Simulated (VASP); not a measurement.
GaSe:

```
Ga Se
1.0
     3.74200    0.00000    0.00000
    -1.87100    3.24067    0.00000
     0.00000    0.00000   15.91900
Ga Se
4 4
Direct
  0.33333 0.66667 0.17700
  0.66667 0.33333 0.67700
  0.33333 0.66667 0.32300
  0.66667 0.33333 0.82300
  0.33333 0.66667 0.60000
  0.66667 0.33333 0.10000
  0.33333 0.66667 0.90000
  0.66667 0.33333 0.40000
```

| Quantity | Value |
| --- | --- |
| Program | VASP 6.6.1 |
| Task | relaxation of cell and atoms |
| Functional | rev-vdW-DF2 |
| Potentials or basis | VASP PAW PBE potentials, release 64 (Ga_d, Se) |
| Cutoff | 600 eV |
| k mesh | 12 × 12 × 2 |
| Occupations | gaussian, width 0.03 eV |
| Spin | no spin polarisation |

At the start: pressure 1.8 GPa; volume 24.13 Å³/atom.

Q: How do energy, volume and symmetry change on relaxing?

A: Over 10 steps the energy falls by 18.4 meV/atom and the volume is 25.07 Å³/atom (+3.9 %); space group P6_3/mmc (No. 194, to 0.05 Å).

The path:
| step | energy change (eV) | largest force (eV/Å) | pressure (GPa) | volume (Å³) |
| --- | --- | --- | --- | --- |
| 1 | 0.0000 | 1.1569 | 1.83 | 193.04 |
| 2 | -0.1297 | 0.2652 | 0.07 | 200.84 |
| 3 | -0.1397 | 0.0397 | 0.38 | 199.05 |
| 4 | -0.1397 | 0.0372 | 0.26 | 199.17 |
| 5 | -0.1455 | 0.0514 | -0.13 | 200.64 |
| 6 | -0.1459 | 0.0547 | -0.18 | 200.98 |
| 7 | -0.1457 | 0.0610 | -0.35 | 201.67 |
| 8 | -0.1460 | 0.0560 | -0.21 | 201.18 |
| 9 | -0.1472 | 0.0089 | 0.06 | 200.51 |
| 10 | -0.1472 | 0.0024 | -0.01 | 200.58 |

Final structure:
```cif
data_structure
_symmetry_space_group_name_H-M 'P 1'
_symmetry_Int_Tables_number 1
_cell_length_a 3.7884
_cell_length_b 3.7884
_cell_length_c 16.1375
_cell_angle_alpha 90.000
_cell_angle_beta 90.000
_cell_angle_gamma 120.000
_cell_volume 200.58
loop_
_atom_site_label
_atom_site_type_symbol
_atom_site_fract_x
_atom_site_fract_y
_atom_site_fract_z
_atom_site_occupancy
Ga1 Ga 0.33333 0.66667 0.17403 1
Ga2 Ga 0.66667 0.33333 0.67402 1
Ga3 Ga 0.33333 0.66667 0.32598 1
Ga4 Ga 0.66667 0.33333 0.82598 1
Se1 Se 0.33333 0.66667 0.60078 1
Se2 Se 0.66667 0.33333 0.10078 1
Se3 Se 0.33333 0.66667 0.89922 1
Se4 Se 0.66667 0.33333 0.39922 1
```

Caveat: the PAW data sets were made with another functional, which shifts forces and pressure a little.
